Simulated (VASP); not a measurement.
# TiN: band structure with HSE06

TiN:

```
Ti N
1.0
     0.00000    2.11900    2.11900
     2.11900    0.00000    2.11900
     2.11900    2.11900    0.00000
Ti N
1 1
Cartesian
  0.0000 0.0000 0.0000
  2.1190 2.1190 2.1190
```

```
Program                            : VASP 6.6.1
Task                               : band structure
Functional                         : HSE06
Potentials or basis                : VASP PAW PBE potentials, release 64 (Ti_sv, N)
Cutoff                             : 520 eV
k mesh                             : 8 × 8 × 8
Occupations                        : gaussian, width 0.02 eV
Spin                               : no spin polarisation
Grid for exact exchange (PRECFOCK) : Fast
Screening parameter                : 0.2 1/A
Further INCAR settings             : ALGO = Normal; EDIFF = 1e-07; NBANDS = 16
```

| Quantity | Value |
| --- | --- |
| Pressure | -6.0 GPa |
| Band gap along the path | none (metal or under the smearing width) |

Levels at the corners of the path, in eV from the Fermi level:
| point | band 5 | band 6 | band 7 | band 8 | band 9 | band 10 | band 11 | band 12 | band 13 | band 14 |
| --- | --- | --- | --- | --- | --- | --- | --- | --- | --- | --- |
| Γ | -19.74 | -2.90 | -2.90 | -2.90 | -0.75 | -0.75 | -0.75 | 0.88 | 0.88 | 5.87 |
| X | -18.17 | -7.30 | -4.33 | -4.33 | -3.73 | 2.11 | 3.01 | 3.01 | 4.36 | 11.12 |
| X | -18.17 | -7.30 | -4.33 | -4.33 | -3.73 | 2.11 | 3.01 | 3.01 | 4.36 | 11.12 |
| W | -17.66 | -6.84 | -6.84 | -6.66 | 1.10 | 1.10 | 3.02 | 3.80 | 4.54 | 12.92 |
| W | -17.66 | -6.84 | -6.84 | -6.66 | 1.10 | 1.10 | 3.02 | 3.80 | 4.54 | 12.92 |
| K | -17.71 | -7.19 | -7.14 | -5.63 | -0.62 | 2.52 | 2.87 | 4.31 | 4.43 | 12.28 |
| K | -17.71 | -7.19 | -7.14 | -5.63 | -0.62 | 2.52 | 2.87 | 4.31 | 4.43 | 12.28 |
| Γ | -19.74 | -2.90 | -2.90 | -2.90 | -0.75 | -0.75 | -0.75 | 0.88 | 0.88 | 5.87 |
| Γ | -19.74 | -2.90 | -2.90 | -2.90 | -0.75 | -0.75 | -0.75 | 0.88 | 0.88 | 5.87 |
| L | -17.03 | -9.74 | -6.74 | -6.74 | 2.19 | 2.19 | 2.91 | 6.28 | 6.69 | 6.69 |
| L | -17.03 | -9.74 | -6.74 | -6.74 | 2.19 | 2.19 | 2.91 | 6.28 | 6.69 | 6.69 |
| U | -17.71 | -7.19 | -7.14 | -5.63 | -0.62 | 2.52 | 2.87 | 4.31 | 4.43 | 12.28 |
| U | -17.71 | -7.19 | -7.14 | -5.63 | -0.62 | 2.52 | 2.87 | 4.31 | 4.43 | 12.28 |
| W | -17.66 | -6.84 | -6.84 | -6.66 | 1.10 | 1.10 | 3.02 | 3.80 | 4.54 | 12.92 |
| W | -17.66 | -6.84 | -6.84 | -6.66 | 1.10 | 1.10 | 3.02 | 3.80 | 4.54 | 12.92 |
| L | -17.03 | -9.74 | -6.74 | -6.74 | 2.19 | 2.19 | 2.91 | 6.28 | 6.69 | 6.69 |
| L | -17.03 | -9.74 | -6.74 | -6.74 | 2.19 | 2.19 | 2.91 | 6.28 | 6.69 | 6.69 |
| K | -17.71 | -7.19 | -7.14 | -5.63 | -0.62 | 2.52 | 2.87 | 4.31 | 4.43 | 12.28 |
| U | -17.71 | -7.19 | -7.14 | -5.63 | -0.62 | 2.52 | 2.87 | 4.31 | 4.43 | 12.28 |
| X | -18.17 | -7.30 | -4.33 | -4.33 | -3.73 | 2.11 | 3.01 | 3.01 | 4.36 | 11.12 |

It took 72 min on 1 thread of Intel(R) Xeon(R) 6975P-C (Granite Rapids), with other jobs on the host, peak memory 0.31 GiB.

Caveat: the PAW data sets were made with another functional, which shifts forces and pressure a little.
